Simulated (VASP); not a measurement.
Set up this calculation in VASP 6.6.1, as the native input.

```
Task                   : single point
Functional             : PBE
Potentials or basis    : VASP PAW PBE potentials, release 64 (Sn_d, O)
Cutoff                 : 520 eV
k mesh                 : 9 × 9 × 9
Occupations            : fermi-dirac, width 0.05 eV
Spin                   : no spin polarisation
Further INCAR settings : ALGO = Normal; EDIFF = 1e-07; NBANDS = 17
```

The structure of SnO lies in POSCAR:

```
SnO
1.0
    3.1319300000      0.0000000000      0.0000000000
    0.0000000000      3.1319300000      0.0000000000
    0.0000000000      0.0000000000      3.1319300000
Sn O
1 1
Direct
    0.0000000000      0.0000000000      0.0000000000
    0.5000000000      0.5000000000      0.5000000000
```

The cell was built by a generator and needn't be a form met in nature.

One way to write it, as run:

INCAR

```
SYSTEM = SnO
ALGO = Normal
EDIFF = 1E-7
ENCUT = 520
GGA = PE
ISIF = 2
ISMEAR = -1
LASPH = .True.
LCHARG = .False.
LREAL = .False.
LWAVE = .False.
NBANDS = 17
NELM = 100
PREC = Accurate
SIGMA = 0.05
```

KPOINTS

```
k-points
0
Gamma
  9 9 9
  0 0 0
```

Potentials or basis: VASP PAW PBE potentials, release 64 (Sn_d, O).

The run is started by

```bash
$ cat potpaw_PBE.64/Sn_d/POTCAR potpaw_PBE.64/O/POTCAR > POTCAR
$ mpirun -np 1 vasp_std > vasp.out
```

Results of the run:

```
Pressure               : 0.0 GPa
Band gap on the k mesh : 0.47 eV, indirect (least direct gap 0.92 eV)
```

Caveat: spin-orbit coupling is left out, which moves the levels of the heavy elements; an odd mesh through Γ misses points on the zone boundary, where band edges often lie.

Run time: 12 s on 1 thread of Intel(R) Xeon(R) Platinum 8375C CPU @ 2.90GHz (Ice Lake), with other jobs on the host, peak memory 0.14 GiB.
